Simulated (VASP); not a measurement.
Set up this calculation in VASP 6.6.1, as the native input.

- Task: single point
- Functional: PBEsol
- Potentials or basis: VASP PAW PBE potentials, release 64 (Eu, O)
- Cutoff: 520 eV
- k mesh: 9 × 9 × 9
- Occupations: methfessel-paxton, width 0.1 eV
- Spin: collinear spin, typed start
- Starting moments: [4.9, 0.0] μB
- Dipole correction: no
- Further INCAR settings: ALGO = Normal; EDIFF = 1e-06; NBANDS = 22

The structure of EuO lies in POSCAR:

```
EuO
1.0
    0.0000000000      2.5889832779      2.5889832779
    2.5889832779      0.0000000000      2.5889832779
    2.5889832779      2.5889832779      0.0000000000
Eu O
1 1
Direct
    0.0000000000      0.0000000000      0.0000000000
    0.5000000000      0.5000000000      0.5000000000
```

One way to write it, as run:

INCAR

```
PREC = Accurate ; ENCUT = 520
EDIFF = 1E-6 ; ISMEAR = 1
SIGMA = 0.1 ; LREAL = F
LASPH = T ; NELM = 150
ALGO = Normal ; ISIF = 2
LWAVE = F ; LCHARG = F
ISPIN = 2 ; MAGMOM = 4.9 0
LORBIT = 11 ; LMAXMIX = 6
GGA = PS ; NBANDS = 22
```

KPOINTS

```
Automatic mesh
0
Gamma
  9 9 9
```

Potentials or basis: VASP PAW PBE potentials, release 64 (Eu, O).

The run is started by

```console
$ cat potpaw_PBE.64/Eu/POTCAR potpaw_PBE.64/O/POTCAR > POTCAR
$ mpirun -np 1 vasp_std > vasp.out
```

Results of the run:

```yaml
Pressure: -10.8 GPa
Band_gap_on_the_k_mesh: none (metal or under the smearing width)
Net_moment: 6.98 μB per cell
Site_moments: Eu +6.60; O -0.10 μB
Valence_electrons_inside_the_program's_atomic_spheres: Eu 14.75; O 4.91
```

Caveat: the PAW data sets were made with another functional, which shifts forces and pressure a little; spin-orbit coupling is left out, which moves the levels of the heavy elements; a cell with one magnetic atom can't hold antiferromagnetic order, which such compounds often take; without U or exact exchange the open f shell lies at the Fermi level, which spoils levels, moments and volumes.

Wall time 44 s on 1 thread of AMD EPYC 9R45 (Zen 5), on a shared host, peak memory 0.17 GiB.
